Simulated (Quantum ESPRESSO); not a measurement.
# TePb: zone-centre phonons and dielectric response under several settings

```xyz
2
Lattice="0.0000 3.2310 3.2310 3.2310 0.0000 3.2310 3.2310 3.2310 0.0000" Properties=species:S:1:pos:R:3 pbc="T T T"
Pb    0.0000    0.0000    0.0000
Te    3.2310    3.2310    3.2310
```

All runs used Quantum ESPRESSO 7.5; k mesh 6 × 6 × 6, shifted; relaxed cell; no spin polarisation; cutoff 612 eV; occupations smeared at first, fixed for the response.

```csv
level,potentials,volume (Å³/atom),lowest optical mode without the field (cm⁻¹),highest mode with the field (cm⁻¹),ε∞ (mean),Born charge of atom 1 (e),sum of the Born charges (e)
LDA,GBRV 1.5 LDA,32.33,48,112,34.20,6.06,0.03
PBE,GBRV 1.5 PBE,35.29,25,107,27.06,5.75,0.01
WC,GBRV 1.5 PBE,?,?,?,?,?,?
RPBE,GBRV 1.5 PBE,36.64,18i,104,24.34,5.65,0.00
vdW-DF-cx,GBRV 1.5 PBE,33.61,48,114,30.02,5.88,0.02
```

Q: What stands in the row left open?

A: Volume 33.39 Å³/atom; lowest optical mode without the field 46 cm⁻¹; highest mode with the field 111 cm⁻¹; ε∞ 31.62; Born charge of atom 1 5.90 e; sum of the Born charges 0.02 e.

Values marked i are imaginary: the cell is unstable against those modes at that level, or the meshes are too thin.

Caveats: the potentials were made for another functional, which shifts forces and pressure (some runs); some modes are imaginary (some runs).

For the row left open. Caveat: the potentials were made for another functional, which shifts forces and pressure.
